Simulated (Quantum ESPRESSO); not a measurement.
A calculation with Quantum ESPRESSO 7.5 of WC (ASE script, structure typed inline):

File run.py:

```python
import numpy as np
from ase.calculators.espresso import Espresso, EspressoProfile
from ase import Atoms

atoms = Atoms(['W', 'W', 'C', 'C'],
              cell=[[0.06433374, -2.17035201, -2.3423775], [-2.21402273, -0.0532311, -2.22481266], [2.26492824, 1.86856299, -4.44729973]],
              scaled_positions=[[0.49841269, 0.49859126, 0.49886254], [0.00251285, 0.00594371, 0.999251], [0.74955064, 0.74657607, 0.74861648], [0.24952382, 0.24888895, 0.25326998]],
              pbc=True)

input_data = {
    'control': {'calculation': 'scf', 'prefix': 'pwscf', 'outdir': './tmp', 'tprnfor': True, 'tstress': True, 'disk_io': 'nowf'},
    'system': {'ecutwfc': 55.0, 'ecutrho': 440.0, 'nbnd': 26, 'occupations': 'smearing', 'smearing': 'fd', 'degauss': 0.00367493},
    'electrons': {'conv_thr': 8e-10, 'electron_maxstep': 120, 'mixing_beta': 0.5},
}
pseudopotentials = {'W': 'W_pbe_v1.2.uspp.F.UPF', 'C': 'C.pbe-n-kjpaw_psl.1.0.0.UPF'}
profile = EspressoProfile(command='pw.x', pseudo_dir='pseudo')
dft = Espresso(profile=profile, input_data=input_data, pseudopotentials=pseudopotentials, kpts=(10, 10, 6), koffset=(0, 0, 0))
atoms.calc = dft

print(f'energy {atoms.get_potential_energy():.8f} eV')
print('forces (eV/A)')
print(np.round(atoms.get_forces(), 6))
print('stress (eV/A^3, Voigt)')
print(np.round(atoms.get_stress(), 8))
print(f'Fermi level {dft.get_fermi_level():.4f} eV')
```

Potentials or basis: SSSP 1.3 efficiency PBE.

Run with:

```sh
$ OMP_NUM_THREADS=1 python run.py
```

The cell comes from a database or a generator and needn't be the stable form of this composition.

Question: Write the same calculation in another form: native input, structure typed inline.

Answer: As run:

The input pw.in:

```
&CONTROL
  calculation = 'scf'
  prefix = 'pwscf'
  outdir = './tmp'
  pseudo_dir = './pseudo'
  tprnfor = .true.
  tstress = .true.
  disk_io = 'nowf'
/
&SYSTEM
  ibrav = 0
  nat = 4
  ntyp = 2
  ecutwfc = 55
  ecutrho = 440
  nbnd = 26
  occupations = 'smearing'
  smearing = 'fd'
  degauss = 0.00367493
/
&ELECTRONS
  conv_thr = 8d-10
  electron_maxstep = 120
  mixing_beta = 0.5
/
ATOMIC_SPECIES
W    183.8400 W_pbe_v1.2.uspp.F.UPF
C     12.0110 C.pbe-n-kjpaw_psl.1.0.0.UPF
CELL_PARAMETERS angstrom
   0.0643337400   -2.1703520100   -2.3423775000
  -2.2140227300   -0.0532311000   -2.2248126600
   2.2649282400    1.8685629900   -4.4472997300
ATOMIC_POSITIONS crystal
W      0.4984126900    0.4985912600    0.4988625400
W      0.0025128500    0.0059437100    0.9992510000
C      0.7495506400    0.7465760700    0.7486164800
C      0.2495238200    0.2488889500    0.2532699800
K_POINTS automatic
10 10 6 0 0 0
```

Potentials or basis: SSSP 1.3 efficiency PBE.

Launch:

```sh
$ OMP_NUM_THREADS=1 pw.x -in pw.in > pw.out
```

Both were run:

|  | ASE script, structure typed inline | native input, structure typed inline |
| --- | --- | --- |
| Pressure | 6.2 GPa | 6.2 GPa |
| Largest force | 0.310 eV/Å | 0.310 eV/Å |
| Band gap on the k mesh | none (metal or under the smearing width) | none (metal or under the smearing width) |

Keys that steer only the numerical path or the files written may differ.
